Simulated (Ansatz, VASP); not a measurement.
**Se in VASP and in Ansatz**

```xyz
6
Lattice="5.6810 3.2799 1.4763 -5.6810 3.2799 1.4763 0.0000 -6.5599 1.4763" Properties=species:S:1:pos:R:3 pbc="T T T"
Se    0.6712   -4.5696    2.0098
Se    3.6218    2.8661    2.0098
Se   -4.2930    1.7035    2.0098
Se   -0.6712    4.5696    2.4192
Se   -3.6218   -2.8661    2.4192
Se    4.2930   -1.7035    2.4192
```

This isn't the form of Se at room conditions, which is trigonal, of chains.

Alike in both runs: task single point; functional PBEsol; k mesh 6 × 6 × 6; occupations gaussian, width 0.1 eV; no spin polarisation.

```csv
,VASP,Ansatz
version,VASP 6.6.1,Ansatz 0.2.0
potentials or method,"VASP PAW PBE potentials, release 64 (Se)","scalar-relativistic, plane waves, PAW"
plane-wave cutoff (eV),520,420
valence electrons in the cell,36,96
```

Ansatz gave:

- gap on the k mesh at the Fermi level (eV): 1.13
- least direct gap on the mesh (eV): 1.38
- pressure (GPa): 0.1
- largest component of the traceless stress (GPa): 0.16
- rms of the force components (eV/Å): 0.196

Question: Estimate VASP's values.

Answer: gap on the k mesh at the Fermi level (eV): 1.12; least direct gap on the mesh (eV): 1.37; pressure (GPa): 0.3; largest component of the traceless stress (GPa): 0.08; rms of the force components (eV/Å): 0.225.

Atom by atom the forces differ by 0.030 eV/Å (rms over components). The two sets of potentials don't hold the same shells in valence.

Caveats: the PAW data sets were made with another functional, which shifts forces and pressure a little (VASP). As with any semilocal functional, this PBEsol gap is likely too small. A k mesh can miss the band edges.
